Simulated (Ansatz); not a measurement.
Density of states of Li (P6/mmm, a = 4.924 Å, b = 4.924 Å, c = 2.894 Å, α = 90.00°, β = 90.00°, γ = 120.00°), in states per eV and primitive cell, averaged over bins of 0.5 eV. The calculation used Ansatz 0.2.0, DFT PBE, scalar-relativistic, plane waves, PAW.

Settings: cutoff 420 eV, Γ-centred mesh 12×12×14 on the computed 3-atom cell, Gaussian smearing of 0.10 eV; no spin polarisation.

The cell is relaxed at this level. The states (both spins) are summed by tetrahedra on a 18×18×21 mesh at the self-consistent density. Energies are bin centres; the table starts no lower than −8 eV and ends at 6 eV, or lower where the solved bands end.

It is a metal at this level.

```csv
E − E_F (eV),total,Li 2s,Li 1s
-3.40,0.23,0.22,0.02
-2.90,0.52,0.49,0.03
-2.40,0.70,0.67,0.02
-1.90,0.83,0.80,0.01
-1.40,0.96,0.90,0.00
-0.90,1.09,0.99,0.00
-0.40,1.25,1.01,0.00
0.10,1.45,0.87,0.01
0.60,1.73,0.72,0.01
1.10,1.11,0.33,0.01
1.60,0.77,0.16,0.01
2.10,0.66,0.13,0.00
2.60,0.41,0.09,0.00
3.10,1.50,0.62,0.01
3.60,1.90,0.61,0.01
4.10,1.31,0.24,0.01
4.60,1.27,0.20,0.00
5.10,1.46,0.20,0.00
5.60,1.10,0.13,0.00
```

The columns after the total are the Löwdin projections on the occupied valence shells of the potentials. The rest of the total lies in shells that are empty in the free atom, which aren't projected, and between the atoms.

This form isn't the element's structure at ambient conditions.

Cost: 1 run of about 3.8 core-minutes, on Arm Neoverse V2 (shared hosts).